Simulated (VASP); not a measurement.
# Mn3Si (Fm-3m) in VASP: notebook

The runs below take Mn3Si through equation of state, with PBEsol.

Everything below comes from runs of VASP 6.6.1. Logs are shortened: lines on timing, memory, paths and dates and some standing lists are left out, and cuts for length are marked.

**1. Starting point**

It takes space group Fm-3m (No. 225, cubic). Conventional cell: a = 5.567 Å, b = 5.567 Å, c = 5.567 Å, α = 90.00°, β = 90.00°, γ = 90.00°. Around Mn (site symmetry -43m) lie 4 Mn at 2.41 Å and 4 Si at 2.41 Å. Around Mn (site symmetry m-3m) lie 8 Mn at 2.41 Å. Around Si (site symmetry m-3m) lie 8 Mn at 2.41 Å.

**2. Equation of state, PBEsol, collinear spin, ferromagnetic start, 10.35 Å³/atom (a relaxed cell with its volume scaled by 0.96)**

File INCAR:

```
PREC     = Accurate       # precision mode
ENCUT    = 520            # plane-wave cutoff, eV
EDIFF    = 1E-6           # SCF threshold, eV
ISMEAR   = -1             # smearing method
SIGMA    = 0.05           # smearing width, eV
LREAL    = F              # projectors in reciprocal space
LASPH    = T              # aspherical terms in the spheres
NELM     = 150            # most SCF steps
ALGO     = Normal         # electronic algorithm
ISIF     = 2              # what is computed and relaxed
LWAVE    = F              # write WAVECAR
LCHARG   = F              # write CHGCAR
ISPIN    = 2              # spin polarisation
MAGMOM   = 4 4 4 0        # initial moments
LORBIT   = 11             # projections on sites
LMAXMIX  = 4              # l up to which the mixer works
GGA      = PS             # functional
KPAR     = 2
```

File KPOINTS:

```
Automatic mesh
0
Gamma
  8 8 8
```

File POSCAR:

```
Mn3Si                                   
1.0
    0.0000000000      2.7461173022      2.7461173022
    2.7461173022     -0.0000000000      2.7461173022
    2.7461173022      2.7461173022      0.0000000000
  Mn              Si            
     3     1
Direct
     0.7500000000000000    0.7500000000000000    0.7500000000000000
     0.2500000000000000    0.2500000000000000    0.2500000000000000
     0.5000000000000000    0.5000000000000000    0.5000000000000000
     0.0000000000000000    0.0000000000000000    0.0000000000000000
```

Potentials or basis: VASP PAW PBE potentials, release 64 (Mn_pv, Si).

Run with:

```console
$ cat potpaw_PBE.64/Mn_pv/POTCAR potpaw_PBE.64/Si/POTCAR > POTCAR
$ mpirun -np 2 vasp_std > vasp.out
```

OUTCAR:

```text
PREC = Accurate
   ENCUT = 520
   EDIFF = 1E-6
   ISMEAR = -1
   LREAL = F
   LASPH = T
   NELM = 150
   ISIF = 2
   ISPIN = 2
   LORBIT = 11
   GGA = PS

 ion  position               nearest neighbor table
   1  0.750  0.750  0.750-   3 2.38   3 2.38   3 2.38   3 2.38   4 2.38   4 2.38   4 2.38   4 2.38
                             2 2.75   2 2.75   2 2.75   2 2.75   2 2.75   2 2.75
   2  0.250  0.250  0.250-   4 2.38   4 2.38   4 2.38   3 2.38   4 2.38   3 2.38   3 2.38   3 2.38
                             1 2.75   1 2.75   1 2.75   1 2.75   1 2.75   1 2.75
   3  0.500  0.500  0.500-   2 2.38   2 2.38   2 2.38   1 2.38   2 2.38   1 2.38   1 2.38   1 2.38
                             4 2.75   4 2.75   4 2.75   4 2.75   4 2.75   4 2.75
   4  0.000  0.000  0.000-   1 2.38   1 2.38   1 2.38   1 2.38   2 2.38   2 2.38   2 2.38   2 2.38
                             3 2.75   3 2.75   3 2.75   3 2.75   3 2.75   3 2.75

  LATTYP: Found a face centered cubic cell.
 ALAT       =     5.4922346044

  Lattice vectors:

 A1 = (   0.0000000000,   2.7461173022,   2.7461173022)
 A2 = (   2.7461173022,   0.0000000000,   2.7461173022)
 A3 = (   2.7461173022,   2.7461173022,   0.0000000000)

Analysis of symmetry for initial positions (statically):
=====================================================================
 Subroutine PRICEL returns:
 Original cell was already a primitive cell.

 Routine SETGRP: Setting up the symmetry group for a
 face centered cubic supercell.

 Subroutine GETGRP returns: Found 48 space group operations
 (whereof 48 operations were pure point group operations)
 out of a pool of 48 trial point group operations.

The static configuration has the point symmetry O_h .

Analysis of symmetry for dynamics (positions and initial velocities):
=====================================================================
 Subroutine PRICEL returns:
 Original cell was already a primitive cell.

 Routine SETGRP: Setting up the symmetry group for a
 face centered cubic supercell.

 Subroutine GETGRP returns: Found 48 space group operations
 (whereof 48 operations were pure point group operations)
 out of a pool of 48 trial point group operations.

The dynamic configuration has the point symmetry O_h .

Analysis of structural, dynamic, and magnetic symmetry:
=====================================================================
 Subroutine PRICEL returns:
 Original cell was already a primitive cell.

 Routine SETGRP: Setting up the symmetry group for a
 face centered cubic supercell.

 Subroutine GETGRP returns: Found 48 space group operations
 (whereof 48 operations were pure point group operations)
 out of a pool of 48 trial point group operations.

The overall configuration has the point symmetry O_h .
[... 136 lines left out ...]
  volume of cell :       41.42
 maximum number of plane-waves:      1139
 NGX is ok and might be reduce to    30
   NGX = 15   NGY = 15   NGZ = 15

 number of electron      43.0000000 magnetization      12.0000000

 number of electron      43.0000017 magnetization       1.2404794

 Free energy of the ion-electron system (eV)
  ---------------------------------------------------
  ext. energy  EPLUGINS =         0.00000000
  ---------------------------------------------------
  free energy    TOTEN  =       -36.32298647 eV

  energy without entropy =      -36.28579214  energy(sigma->0) =      -36.30438930

 E-fermi :  11.7894     XC(G=0): -13.9438

 val. band max:       11.7665995649   @ k =   0.1250   0.1250   0.0000
 cond. band min:      11.7976022371   @ k =   0.2500   0.2500   0.0000
 fundamental gap:      0.0310026722
 Fermi energy:        11.7893917915

 spin component 1

 k-point     1 :       0.0000    0.0000    0.0000
  band No.  band energies     occupation
      1     -37.1910      1.00000
      2     -37.1910      1.00000
      3     -37.1910      1.00000
      4     -35.6627      1.00000
      5     -35.6627      1.00000
      6     -35.6627      1.00000
[... 805 lines left out ...]
     30      19.1997      0.00000
     31      20.7258      0.00000

 [... further k-points ...]

 spin component 2

 k-point     1 :       0.0000    0.0000    0.0000
  band No.  band energies     occupation
      1     -36.0436      1.00000
      2     -36.0436      1.00000
      3     -36.0436      1.00000
      4     -35.9680      1.00000
      5     -35.9680      1.00000
      6     -35.9680      1.00000
[... 805 lines left out ...]
     30      19.3703      0.00000
     31      20.8000      0.00000

 [... further k-points ...]

------------------------ aborting loop because EDIFF is reached ----------------------------------------

  FORCE on cell =-STRESS in cart. coord.  units (eV):
  Direction    XX          YY          ZZ          XY          YZ          ZX
  --------------------------------------------------------------------------------------
  -------------------------------------------------------------------------------------
  Total        2.4957375      2.4957375      2.4957375     -0.0000000      0.0000000     -0.0000000
  in kB       96.5433207     96.5433207     96.5433207     -0.0000000      0.0000000     -0.0000000
  external PRESSURE =      96.5433207 kB  Pullay stress =       0.0000000 kB

 VOLUME and BASIS-vectors are now :
 -----------------------------------------------------------------------------
  energy-cutoff  :      520.00
  volume of cell :       41.42
      direct lattice vectors                 reciprocal lattice vectors
     0.000000000  2.746117302  2.746117302    -0.182075252  0.182075252  0.182075252
     2.746117302  0.000000000  2.746117302     0.182075252 -0.182075252  0.182075252
     2.746117302  2.746117302  0.000000000     0.182075252  0.182075252 -0.182075252

 POSITION                                       TOTAL-FORCE (eV/Angst)
 -----------------------------------------------------------------------------------
      4.11918      4.11918      4.11918         0.000000     -0.000000      0.000000
      1.37306      1.37306      1.37306        -0.000000     -0.000000     -0.000000
      2.74612      2.74612      2.74612        -0.000000      0.000000     -0.000000
      0.00000      0.00000      0.00000        -0.000000      0.000000     -0.000000
 -----------------------------------------------------------------------------------
    total drift:                                0.000000     -0.000000      0.000000

  FREE ENERGIE OF THE ION-ELECTRON SYSTEM (eV)
  ---------------------------------------------------
  free  energy   TOTEN  =       -36.3229864673 eV

  energy  without entropy=      -36.2857921407  energy(sigma->0) =      -36.30438930

 total charge

# of ion       s       p       d       tot
------------------------------------------
    1        0.380   6.434   5.345  12.159
    2        0.380   6.434   5.345  12.159
    3        0.421   6.437   5.177  12.035
    4        0.731   0.964   0.000   1.695
--------------------------------------------------
tot          1.912  20.269  15.866  38.048

 magnetization (x)

# of ion       s       p       d       tot
------------------------------------------
    1       -0.004  -0.012  -0.377  -0.393
    2       -0.004  -0.012  -0.377  -0.393
    3        0.015   0.020   1.932   1.967
    4        0.018   0.010   0.000   0.028
--------------------------------------------------
tot          0.025   0.006   1.178   1.210
```

Wall time 46 s (2 MPI ranks of Intel Xeon 6975P-C (Granite Rapids), shared host); peak memory 0.21 GiB.

Results:

```
Free energy                                           : -36.3230 eV
Pressure                                              : 9.7 GPa
Band gap on the k mesh                                : none (metal or under the smearing width)
Net moment                                            : 1.24 μB per cell
Site moments                                          : Mn -0.39, +1.97; Si +0.03 μB
Valence electrons inside the program's atomic spheres : Mn 12.16, 12.04; Si 1.70
```

Caveat: the PAW data sets were made with another functional, which shifts forces and pressure a little.

**3. Equation of state, PBEsol, collinear spin, ferromagnetic start, 10.57 Å³/atom (a relaxed cell with its volume scaled by 0.98)**

INCAR is that of step 2.

KPOINTS is that of step 2.

POSCAR, as its differences from that of step 2:

```diff
@@ -2,5 +2,5 @@
 1.0
-    0.0000000000      2.7461173022      2.7461173022
-    2.7461173022     -0.0000000000      2.7461173022
-    2.7461173022      2.7461173022      0.0000000000
+    0.0000000000      2.7650566407      2.7650566407
+    2.7650566407     -0.0000000000      2.7650566407
+    2.7650566407      2.7650566407      0.0000000000
   Mn              Si
```

Potentials or basis: VASP PAW PBE potentials, release 64 (Mn_pv, Si).

Run with:

```console
$ cat potpaw_PBE.64/Mn_pv/POTCAR potpaw_PBE.64/Si/POTCAR > POTCAR
$ mpirun -np 2 vasp_std > vasp.out
```

It took 41 s on 2 MPI ranks of Intel Xeon 6975P-C (Granite Rapids), shared host; peak memory 0.21 GiB.

The run converged. Its results:

| Quantity | Value |
| --- | --- |
| Free energy | -36.3614 eV |
| Pressure | 4.5 GPa |
| Band gap on the k mesh | none (metal or under the smearing width) |
| Net moment | 1.13 μB per cell |
| Site moments | Mn -0.52, +2.12; Si +0.03 μB |
| Valence electrons inside the program's atomic spheres | Mn 12.11, 11.99; Si 1.68 |

Caveat: the PAW data sets were made with another functional, which shifts forces and pressure a little.

**4. Equation of state, PBEsol, collinear spin, ferromagnetic start, 10.79 Å³/atom**

INCAR is that of step 3.

KPOINTS is that of step 3.

POSCAR, as its differences from that of step 3:

```diff
@@ -2,5 +2,5 @@
 1.0
-    0.0000000000      2.7650566407      2.7650566407
-    2.7650566407     -0.0000000000      2.7650566407
-    2.7650566407      2.7650566407      0.0000000000
+    0.0000000000      2.7837400226      2.7837400226
+    2.7837400226     -0.0000000000      2.7837400226
+    2.7837400226      2.7837400226      0.0000000000
   Mn              Si
```

Run with:

```console
$ cat potpaw_PBE.64/Mn_pv/POTCAR potpaw_PBE.64/Si/POTCAR > POTCAR
$ mpirun -np 2 vasp_std > vasp.out
```

Run time: 44 s. Hardware: 2 MPI ranks of Intel Xeon 6975P-C (Granite Rapids), shared host; peak memory 0.21 GiB.

It converged, with:

- Free energy: -36.3736 eV
- Pressure: -0.1 GPa
- Band gap on the k mesh: none (metal or under the smearing width)
- Net moment: 1.07 μB per cell
- Site moments: Mn -0.62, +2.25; Si +0.04 μB
- Valence electrons inside the program's atomic spheres: Mn 12.07, 11.95; Si 1.67

Caveat: the PAW data sets were made with another functional, which shifts forces and pressure a little.

**5. Equation of state, PBEsol, collinear spin, ferromagnetic start, 11.00 Å³/atom (a relaxed cell with its volume scaled by 1.02)**

INCAR is that of step 4.

KPOINTS is that of step 4.

POSCAR, as its differences from that of step 4:

```diff
@@ -2,5 +2,5 @@
 1.0
-    0.0000000000      2.7837400226      2.7837400226
-    2.7837400226     -0.0000000000      2.7837400226
-    2.7837400226      2.7837400226      0.0000000000
+    0.0000000000      2.8021759243      2.8021759243
+    2.8021759243     -0.0000000000      2.8021759243
+    2.8021759243      2.8021759243      0.0000000000
   Mn              Si
```

Run with:

```console
$ cat potpaw_PBE.64/Mn_pv/POTCAR potpaw_PBE.64/Si/POTCAR > POTCAR
$ mpirun -np 2 vasp_std > vasp.out
```

Run time: 46 s. Hardware: 2 MPI ranks of Intel Xeon 6975P-C (Granite Rapids), shared host; peak memory 0.21 GiB.

Results (log left out):

```yaml
Free_energy: -36.3620 eV
Pressure: -4.3 GPa
Band_gap_on_the_k_mesh: none (metal or under the smearing width)
Net_moment: 1.04 μB per cell
Site_moments: Mn -0.69, +2.36; Si +0.04 μB
Valence_electrons_inside_the_program's_atomic_spheres: Mn 12.03, 11.92; Si 1.65
```

Caveat: the PAW data sets were made with another functional, which shifts forces and pressure a little.

**6. Equation of state, PBEsol, collinear spin, ferromagnetic start, 11.22 Å³/atom (a relaxed cell with its volume scaled by 1.04)**

INCAR is that of step 5.

KPOINTS is that of step 5.

POSCAR, as its differences from that of step 5:

```diff
@@ -2,5 +2,5 @@
 1.0
-    0.0000000000      2.8021759243      2.8021759243
-    2.8021759243     -0.0000000000      2.8021759243
-    2.8021759243      2.8021759243      0.0000000000
+    0.0000000000      2.8203723817      2.8203723817
+    2.8203723817     -0.0000000000      2.8203723817
+    2.8203723817      2.8203723817      0.0000000000
   Mn              Si
```

Potentials or basis: VASP PAW PBE potentials, release 64 (Mn_pv, Si).

Run with:

```console
$ cat potpaw_PBE.64/Mn_pv/POTCAR potpaw_PBE.64/Si/POTCAR > POTCAR
$ mpirun -np 2 vasp_std > vasp.out
```

Wall time 67 s (2 MPI ranks of Intel Xeon 6975P-C (Granite Rapids), shared host); peak memory 0.22 GiB.

It converged, with:

| Quantity | Value |
| --- | --- |
| Free energy | -36.3286 eV |
| Pressure | -8.1 GPa |
| Band gap on the k mesh | none (metal or under the smearing width) |
| Net moment | 1.02 μB per cell |
| Site moments | Mn -0.75, +2.46; Si +0.04 μB |
| Valence electrons inside the program's atomic spheres | Mn 11.99, 11.88; Si 1.64 |

Caveat: the PAW data sets were made with another functional, which shifts forces and pressure a little.

**7. Equation of state, PBEsol, collinear spin, ferromagnetic start**

Potentials or basis: VASP PAW PBE potentials, release 64 (Mn_pv, Si).

This step only gathers the single runs of the series.

What came out:

| Quantity | Value |
| --- | --- |
| Equilibrium volume | 10.79 Å³/atom |
| Bulk modulus | 221 GPa |
| Pressure derivative of the bulk modulus | 3.6 (rough: it moves with the points fitted) |

Energy against volume, from the lowest point:
| volume (Å³/atom) | energy (meV/atom) |
| --- | --- |
| 10.354 | 12.67 |
| 10.570 | 3.06 |
| 10.786 | 0.00 |
| 11.002 | 2.91 |
| 11.217 | 11.25 |

Caveat: the PAW data sets were made with another functional, which shifts forces and pressure a little.
